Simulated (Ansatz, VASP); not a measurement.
# Two plane-wave programs on Ti3Al

File INCAR:

```
PREC = Accurate
ENCUT = 520
EDIFF = 1E-6
ISMEAR = -1
SIGMA = 0.05
LREAL = F
LASPH = T
NELM = 60
ALGO = Normal
ISIF = 2
LWAVE = F
LCHARG = F
GGA = PS
NBANDS = 28
```

File KPOINTS:

```
regular mesh
0
Gamma
  6 6 6
```

POSCAR

```
Ti3Al
1.0
    0.0000000000      3.2531841469      3.2531841469
    3.2531841469      0.0000000000      3.2531841469
    3.2531841469      3.2531841469      0.0000000000
Ti Al
3 1
Direct
    0.7500000000      0.7500000000      0.7500000000
    0.2500000000      0.2500000000      0.2500000000
    0.0000000000      0.0000000000      0.0000000000
    0.5000000000      0.5000000000      0.5000000000
```

Input for Ansatz:

```yaml
crystal:
  lattice:
    - [0.0, 3.2531841469248914, 3.2531841469248914]
    - [3.2531841469248914, 0.0, 3.2531841469248914]
    - [3.2531841469248914, 3.2531841469248914, 0.0]
  atoms:
    - { symbol: Ti, position: [0.75, 0.75, 0.75] }
    - { symbol: Ti, position: [0.25, 0.25, 0.25] }
    - { symbol: Ti, position: [0.0, 0.0, 0.0] }
    - { symbol: Al, position: [0.5, 0.5, 0.5] }
basis:
  ecutwfc: 470.0
kpoints:
  mp_grid:
    grid: [6, 6, 6]
hamiltonian:
  xc: pbesol
scf:
  self_checks: high
  convergence:
    dr2_threshold: 1.0e-09
  mixing:
    algorithm: msr1
    beta: 0.2
  occupations:
    method: fermi_dirac
    width: 0.05
output:
  stress: true
```

The cell comes from a database or a generator and needn't be the stable form of this composition.

Alike in both runs: task single point; functional PBEsol; k mesh 6 × 6 × 6; occupations fermi-dirac, width 0.05 eV; no spin polarisation.

|  | VASP | Ansatz |
| --- | --- | --- |
| version | VASP 6.6.1 | Ansatz 0.2.0 |
| potentials or method | VASP PAW PBE potentials, release 64 (Ti_sv, Al) | plane waves, PAW |
| plane-wave cutoff (eV) | 520 | 470 |
| valence electrons in the cell | 39 | 39 |

```csv
,VASP,Ansatz,Ansatz less VASP
gap on the k mesh at the Fermi level (eV),none,none,-
pressure (GPa),-6.9,-6.8,+0.07
```

A gap of «none» marks a metal or a gap that the smearing closes. With one functional, cell and mesh, what is left measures potentials, basis and numerics. Ansatz warned: «stress_scf_threshold_loose».

Caveats: the PAW data sets were made with another functional, which shifts forces and pressure a little (VASP).
